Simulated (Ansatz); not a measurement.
## Which way does RbBr + KCl ⇌ RbCl + KBr run?

Plane-wave DFT in Ansatz with scalar-relativistic PAW potentials, cutoff 420 eV, Γ-centred meshes chosen by cell and gap, Gaussian smearing with energies taken to zero width. Every cell was relaxed (cell and atoms) in a run of its own, within the symmetry of its start. Functional: PBEsol.

Total energies hold large constants for each element; a whole number of eV per atom of each element is taken off below, which cancels in a balanced reaction.

| compound | lowest structure computed | structures tried | V (Å³/atom) | gap on mesh (eV) | E (eV per formula unit, common shift removed) |
| --- | --- | --- | --- | --- | --- |
| RbBr | Fm-3m | 2 | 40.18 | 4.22 | -3.9501 |
| KCl | Fm-3m | 2 | 30.41 | 5.10 | -3.7412 |
| RbCl | Fm-3m | 2 | 34.97 | 4.90 | -3.6822 |
| KBr | Fm-3m | 2 | 35.12 | 4.34 | -3.9842 |

**Question.** Work out the reaction energy at 0 K.

**Answer.** ΔE = E(RbCl) + E(KBr) − E(RbBr) − E(KCl) = 0.025 eV, or 2.4 kJ per mole of reaction (6.2 meV/atom). The left side is lower: Rb takes Br and K takes Cl. The smaller cation ends with the smaller anion, the pairing that gives the greater sum of ionic lattice energies, which go as 1/(r₊ + r₋). The margin is under 15 meV/atom, within the error of the functional, so another functional could turn the sign. All four are computed as solids; where they are solids at ordinary conditions entropy changes little. A lower structure that wasn't tried would shift the value, and mixed crystals may lie lower than either side.